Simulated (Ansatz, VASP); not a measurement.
Two plane-wave programs on W

The input POSCAR:

```
W
1.0
   -2.4656804795      2.4656804795      1.3450742167
    2.4656804795     -2.4656804795      1.3450742167
    2.4656804795      2.4656804795     -1.3450742167
W
2
Direct
    0.0000000000      0.0000000000      0.0000000000
    0.7500000000      0.2500000000      0.5000000000
```

INCAR.step1

```
PREC = Accurate
ENCUT = 600
ISMEAR = 0
SIGMA = 0.1
LREAL = F
LASPH = T
NELM = 80
GGA = PE
ALGO = Normal
EDIFF = 1E-4
LWAVE = T
LCHARG = F
```

Contents of INCAR.step2:

```
PREC = Accurate
ENCUT = 600
EDIFF = 1E-6
ISMEAR = 0
SIGMA = 0.1
LREAL = F
LASPH = T
NELM = 80
ALGO = Normal
ISIF = 3
LWAVE = F
LCHARG = F
METAGGA = R2SCAN
LMIXTAU = T
IBRION = 2
NSW = 90
EDIFFG = -0.04
ISTART = 1
```

File KPOINTS:

```
Automatic mesh
0
Gamma
  8 8 8
```

Input for Ansatz:

```yaml
crystal:
  lattice:
    - [-2.4656804795, 2.4656804795, 1.3450742167]
    - [2.4656804795, -2.4656804795, 1.3450742167]
    - [2.4656804795, 2.4656804795, -1.3450742167]
  atoms:
    - { symbol: W, position: [0.0, 0.0, 0.0] }
    - { symbol: W, position: [0.75, 0.25, 0.5] }
basis:
  ecutwfc: 500
kpoints:
  mp_grid: { grid: [8, 8, 8] }
hamiltonian:
  xc: r2scan
scf:
  occupations: { method: gaussian, width: 0.1 }
  lower_state_search: "off"
output:
  forces: true
  stress: true
  eigenvalues: true
relax:
  adjacent_minimum: "off"
  f_tol: 0.04
  max_steps: 70
  cell: { stress_tol: 0.4 }
```

Alike in both runs: task relaxation of cell and atoms; functional r2SCAN; k mesh 8 × 8 × 8; occupations gaussian, width 0.1 eV; no spin polarisation.

```csv
,VASP,Ansatz
version,VASP 6.6.1,Ansatz 0.2.0
potentials or method,"VASP PAW PBE potentials, release 64 (W_sv)","scalar-relativistic, plane waves, PAW"
plane-wave cutoff (eV),600,500
valence electrons in the cell,28,28
```

VASP gave:

| Item | Value |
| --- | --- |
| gap on the k mesh at the Fermi level, each at its own relaxed structure (eV) | none |
| relaxed volume (Å³/atom) | 17.45 |
| relaxed cell length with the largest relative difference (Å) | 3.843 |
| energy change over the relaxation (meV/atom) | -66 |

Q: What did Ansatz give for the same quantities?

A: gap on the k mesh at the Fermi level, each at its own relaxed structure (eV): none; relaxed volume (Å³/atom): 17.35; relaxed cell length with the largest relative difference (Å): 3.835; energy change over the relaxation (meV/atom): -56.

A gap of «none» marks a metal or a gap that the smearing closes.

Caveats: the PAW data sets were made with another functional, which shifts forces and pressure a little (VASP). Spin-orbit coupling is left out, which matters for the levels of W.
